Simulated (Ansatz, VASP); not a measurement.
**One calculation of MgI2, two programs**

Contents of INCAR:

```
SYSTEM = MgI2
ALGO     = Normal         ! electronic algorithm
EDIFF    = 1E-6           ! SCF threshold, eV
ENCUT    = 520            ! plane-wave cutoff, eV
GGA      = PS             ! functional
ISIF     = 2              ! what is computed and relaxed
ISMEAR   = 0              ! smearing method
LASPH    = .TRUE.         ! aspherical terms in the spheres
LCHARG   = .FALSE.        ! write CHGCAR
LREAL    = .FALSE.        ! projectors in reciprocal space
LWAVE    = .FALSE.        ! write WAVECAR
NBANDS   = 15             ! bands
NELM     = 80             ! most SCF steps
PREC     = Accurate       ! precision mode
SIGMA    = 0.05           ! smearing width, eV
```

File KPOINTS:

```
k-points
0
G
  6 6 4
  0 0 0
```

POSCAR

```
MgI2
1.0
    4.2783111250      0.0000000000      0.0000000000
   -2.1391555625      3.7051261196      0.0000000000
    0.0000000000      0.0000000000      6.6561400000
Mg I
1 2
Direct
    0.0000000000      0.0000000000      0.0000000000
    0.3333333333      0.6666666667      0.7576300000
    0.6666666667      0.3333333333      0.2423700000
```

Input for Ansatz:

```yaml
crystal:
  lattice:
    - [4.278311125, 0.0, 0.0]
    - [-2.1391555625, 3.7051261196, 0.0]
    - [0.0, 0.0, 6.65614]
  atoms:
    - { symbol: Mg, position: [0.0, 0.0, 0.0] }
    - { symbol: I, position: [0.3333333333, 0.6666666667, 0.75763] }
    - { symbol: I, position: [0.6666666667, 0.3333333333, 0.24237] }
basis:
  ecutwfc: 420
kpoints:
  mp_grid: { grid: [6, 6, 4] }
hamiltonian:
  xc: pbesol
scf:
  occupations: { method: gaussian, width: 0.05 }
output:
  forces: true
  stress: true
  eigenvalues: true
```

Change from the starting cell: strain +0.030 along x and y, -0.030 along z, atoms carried along.

Alike in both runs: task single point; functional PBEsol; k mesh 6 × 6 × 4; occupations gaussian, width 0.05 eV; no spin polarisation.

|  | VASP | Ansatz |
| --- | --- | --- |
| version | VASP 6.6.1 | Ansatz 0.2.0 |
| potentials or method | VASP PAW PBE potentials, release 64 (Mg, I) | scalar-relativistic, plane waves, PAW |
| plane-wave cutoff (eV) | 520 | 420 |
| valence electrons in the cell | 16 | 44 |

|  | VASP | Ansatz | Ansatz less VASP |
| --- | --- | --- | --- |
| gap on the k mesh at the Fermi level (eV) | 3.08 | 3.09 | +0.011 |
| least direct gap on the mesh (eV) | 3.08 | 3.09 | +0.011 |
| pressure (GPa) | -1.1 | -1.0 | +0.03 |
| largest component of the traceless stress (GPa) | 1.27 | 1.27 | -0.005 |
| rms of the force components (eV/Å) | 0.016 | 0.013 | -0.0023 |

Atom by atom the forces differ by 0.002 eV/Å (rms over components). The two sets of potentials don't hold the same shells in valence.

Caveats: the PAW data sets were made with another functional, which shifts forces and pressure a little (VASP); spin-orbit coupling is left out, which moves the levels of the heavy elements; this functional lacks dispersion, which binds the layers, so the pressure and a relaxed spacing across them are unreliable. A k mesh can miss the band edges.
